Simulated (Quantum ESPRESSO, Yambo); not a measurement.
Planning a run of Yambo 5.3.0 on AlN (F-43m). The input:

```
HF_and_locXC
gw0
dyson
mpa
em1d
rim_cut
RandQpts= 1000000
RandGvec= 1 RL
EXXRLvcs= 72 Ry
VXCRLvcs= 288 Ry
Chimod= "HARTREE"
% BndsRnXm
 1 | 58 |
%
NGsBlkXm= 10.5 Ry
% LongDrXm
 1 | 1 | 1 |
%
% GbndRnge
 1 | 58 |
%
DysSolver= "n"
ExtendOut
EnSampXm= "2l"
EnGridXm= "ho"
% EnRngeXm
 0 | 60 | eV
%
% ImRngeXm
 1 | 27.21138 | eV
%
% DmRngeXm
 0.001 | 2.721138 | eV
%
ETStpsXm= 16
IntSolXm= "PT"
% QPkrange
 1 | 1 | 3 | 6 |
 13 | 13 | 3 | 6 |
%
```

```sh
OMP_NUM_THREADS=1 mpirun -n 8 yambo -F gw9.in -J gw9 -C gw9 > gw9.log
```

The stored states that it reads are on a 6×6×6 mesh. Symmetry: F-43m, No. 216, cubic system. The conventional cell has a = 4.368 Å, b = 4.368 Å, c = 4.368 Å, α = 90.00°, β = 90.00°, γ = 90.00°. Nearest to Al lie 4 N at 1.89 Å. N has 4 Al at 1.89 Å nearest. Farther neighbours and most contacts between anions are not listed.

How long will it take on 8 MPI ranks of Arm Neoverse V1, shared host, and how much memory?

It took 62 s; on shared hardware allow 31 s to 2.1 min. Peak host memory was 2.4 GiB.

The screening grows as filled bands × empty bands × pairs of k points, times the square of the screening basis for the matrix.

[Paths, hosts, dates, memory and timing lines, banners, echoed tables and standing remarks are left out of the program output.]

[Logs are printed without paths, hosts, clocks, repeated set-up lines and the standing remarks that a program may print on its own settings, such as how far it seeks lower states.]

[Runs of the session that timed out or met a known fault of the program may be left out.]

[Hosts, paths, dates, database ids (printed as entryN), source tags and the programs' standing remarks are cut or masked in the printed files.]
